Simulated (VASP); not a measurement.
**Ge: single point with PBE**

Slab: Ge, a slab with vacuum.

```xyz
8
Lattice="3.9976 0.0000 0.0000 -1.9988 3.4620 0.0000 0.0000 0.0000 25.7293" Properties=species:S:1:pos:R:3 pbc="T T T"
Ge    0.0000    2.3080    7.5000
Ge    1.9988    1.1540    8.3302
Ge    1.9988    1.1540   10.7997
Ge    0.0000    2.3080   11.6299
Ge    0.0000    2.3080   14.0994
Ge    1.9988    1.1540   14.9296
Ge    1.9988    1.1540   17.3991
Ge    0.0000    2.3080   18.2293
```

The cell isn't the ideal one: the (0 0 1) slab of Ge, cut from the database cell, not relaxed.

- Program: VASP 6.6.1
- Task: single point
- Functional: PBE
- Potentials or basis: VASP PAW PBE potentials, release 64 (Ge_d)
- Cutoff: 520 eV
- k mesh: 8 × 8 × 1
- Occupations: fermi-dirac, width 0.05 eV
- Spin: no spin polarisation

```
Largest force          : 0.252 eV/Å
Band gap on the k mesh : none (metal or under the smearing width)
```

Forces on the atoms (eV/Å):
```
Ge   0.000  0.000 -0.174
Ge   0.000  0.000 -0.252
Ge   0.000  0.000  0.071
Ge   0.000  0.000  0.189
Ge   0.000  0.000 -0.189
Ge   0.000  0.000 -0.071
Ge   0.000  0.000  0.252
Ge   0.000  0.000  0.174
```

Levels at points of the mesh, in eV from the Fermi level:
| k point | band 54 | band 55 | band 56 | band 57 | band 58 | band 59 |
| --- | --- | --- | --- | --- | --- | --- |
| (0.00, 0.00, 0.00) | 0.03 | 0.35 | 0.35 | 0.36 | 0.91 | 0.98 |
| (0.50, 0.00, 0.00) | -1.52 | -1.21 | -0.42 | -0.25 | 0.95 | 1.26 |

It took 3.8 min on 1 thread of Intel(R) Xeon(R) 6975P-C (Granite Rapids), on a shared host, peak memory 0.48 GiB.
